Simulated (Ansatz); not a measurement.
All numbers below come from Ansatz 0.2.0, DFT PBE, scalar-relativistic, plane waves, PAW. All cells share a 420 eV cutoff and Γ-centred k meshes spaced at most about 0.3 Å⁻¹ (about 0.25 or finer for metals, 2π included). No spin polarisation.

All energies are static (0 K, no zero-point motion).

Task: Order these relaxed structures of PtSe₂ by energy, lowest first, with the energy over the lowest of them.
A.

Space group P4/nmm:1 (No. 129). a = 3.605 Å, b = 3.605 Å, c = 10.769 Å, α = 90.00°, β = 90.00°, γ = 90.00°
```csv
atom,site,symmetry,x,y,z
Pt,2c,4mm,0.5000,0.0000,0.4246
Se,2a,-4m2,0.0000,0.0000,0.0000
Se,2c,4mm,0.5000,0.0000,0.6563
```

B.

Space group Cmm2 (No. 35). a = 5.348 Å, b = 7.590 Å, c = 3.950 Å, α = 90.00°, β = 90.00°, γ = 90.00°
| atom | site | symmetry | x | y | z |
| --- | --- | --- | --- | --- | --- |
| Pt | 2a | mm2 | 0.0000 | 0.0000 | 0.5604 |
| Se | 4c | ..2 | 0.2500 | 0.2500 | 0.3518 |

C.

Space group I4/mmm (No. 139). a = 3.122 Å, b = 3.122 Å, c = 12.422 Å, α = 90.00°, β = 90.00°, γ = 90.00°
| atom | site | symmetry | x | y | z |
| --- | --- | --- | --- | --- | --- |
| Pt | 2a | 4/mmm | 0.0000 | 0.0000 | 0.0000 |
| Se | 4e | 4mm | 0.5000 | 0.5000 | 0.1322 |

D.

Space group P-3m1 (No. 164). a = 3.752 Å, b = 3.752 Å, c = 6.499 Å, α = 90.00°, β = 90.00°, γ = 120.00°
```
atom  site  symmetry       x       y       z
  Pt    1a      -3m. 0.0000  0.0000  0.0000
  Se    2d       3m. 0.6667  0.3333  0.7989
```

Result: D (0 meV/atom), A (523 meV/atom), B (571 meV/atom), C (702 meV/atom). Forms: D cadmium iodide type, P-3m1; A P4/nmm; B Cmm2; C I4/mmm. Counting Se atoms around Pt (those within 1.25 times the shortest such distance or 1.15 times the sum of covalent radii, 1.27 where that leaves under three): D has Pt 6; A has Pt 5; B has Pt 4; C has Pt 8. A holds Se–Se nets (shortest 2.55 Å) (bonds between like non-metal atoms; other contacts aren't counted). Origin: A, B and C, invented; D, reached from a cell as deposited in COD, among other starts. Shaken at random and relaxed again, D came back.

Weakly bound directions are ill-defined at this level, which has no dispersion term (P-3m1, P4/nmm, Cmm2, I4/mmm), and this can change margins and order among such cells. Spin–orbit coupling, which can matter for Pt, is left out. Cells without such a test can be saddle points. Some candidate types were left out of the draw beforehand, so a known form may be missing.
